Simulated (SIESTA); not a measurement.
The system is Ge.

```xyz
12
Lattice="5.9300 0.0000 0.0000 0.0000 5.9300 0.0000 0.0000 0.0000 6.9800" Properties=species:S:1:pos:R:3 pbc="T T T"
Ge    2.2237    0.9885    5.2350
Ge    1.9765    5.1887    3.4900
Ge    3.7062    4.9415    1.7450
Ge    3.9535    0.7412    0.0000
Ge    5.1887    1.9765    3.4900
Ge    4.9415    3.7062    5.2350
Ge    0.7412    3.9535    0.0000
Ge    0.9885    2.2237    1.7450
Ge    3.4097    2.5202    1.7450
Ge    5.4852    5.4852    3.4900
Ge    2.5202    3.4097    5.2350
Ge    0.4447    0.4447    0.0000
```

This isn't the form of Ge at room conditions, which is diamond.

Base run:

```yaml
Program: SIESTA 5.4.2
Functional: PBEsol
Potentials_or_basis: PseudoDojo 0.4 standard (PBEsol files)
Basis: DZP (energy shift 0.003 Ry; two zetas on semicore shells)
Grid_cutoff: 800 Ry
Energy_shift: 0.003 Ry
k_mesh: 5 × 5 × 4
Occupations: fermi-dirac, width 0.05 eV
Spin: no spin polarisation
```

Its results: band gap on the k mesh 0.68 eV, direct; pressure 1.6 GPa; largest force 0.872 eV/Å.

Task: The run is repeated on the same cell with these changes: functional from PBEsol to LDA; potentials or basis from PseudoDojo 0.4 standard (PBEsol files) to PseudoDojo 0.4 standard (LDA files). What comes out?

Result: Band gap on the k mesh 0.62 eV, direct; pressure -0.5 GPa; largest force 0.840 eV/Å.

Caveats: the mesh misses the band edges, which the band path finds closer together; the basis of atomic orbitals isn't converged, which shifts pressures, moduli and gaps.

Not every run made on this cell is shown here.
